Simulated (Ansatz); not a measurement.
**Hf3N4: ¹⁷⁹Hf nuclear quadrupole resonance**

Cell: a COD entry, ions relaxed with PBE at fixed cell.

Space group I-43d (No. 220); a = 6.7010 Å.

```csv
site,Wyckoff,site symmetry,x,y,z
Hf,12a,-4..,0.3750,0.0000,0.2500
N,16c,.3.,0.0678,0.0678,0.0678
```

One atom of each set is listed; the run and its k-mesh use a cell of 14 atoms with edges of 5.80, 5.80, 5.80 Å.

The numbers come from a DFT calculation in Ansatz (PBE, plane waves and PAW, with spin–orbit coupling, 420 eV cutoff, Γ-centred 6×6×6 k-points, Fermi–Dirac smearing 0.02 eV).

¹⁷⁹Hf: I = 9/2, Q = 3793 mb (year-2017 value). Static lattice, zero field.

**Question.** Predict the zero-field ¹⁷⁹Hf lines of each site.

**Answer.** For I = 9/2 and η = 0 the lines are |C_Q|/24 times 1, 2, 3 and 4; η shifts the lowest up most.

| site | atoms | V_zz (10²¹ V/m²) | C_Q (MHz) | η | line frequencies (MHz) |
| --- | --- | --- | --- | --- | --- |
| Hf | 6 | 26.6 | 2437 | 0.00 | 101.5, 203.1, 304.6, 406.2 |

**Question.** And for ¹⁷⁷Hf (I = 7/2, Q = 3365 mb) on Hf?

**Answer.** C_Q scales with Q to 2162 MHz, with lines at 154.4, 308.8, 463.3 MHz.

An axis of threefold or higher order runs through Hf, so V_zz lies along it and η is zero.
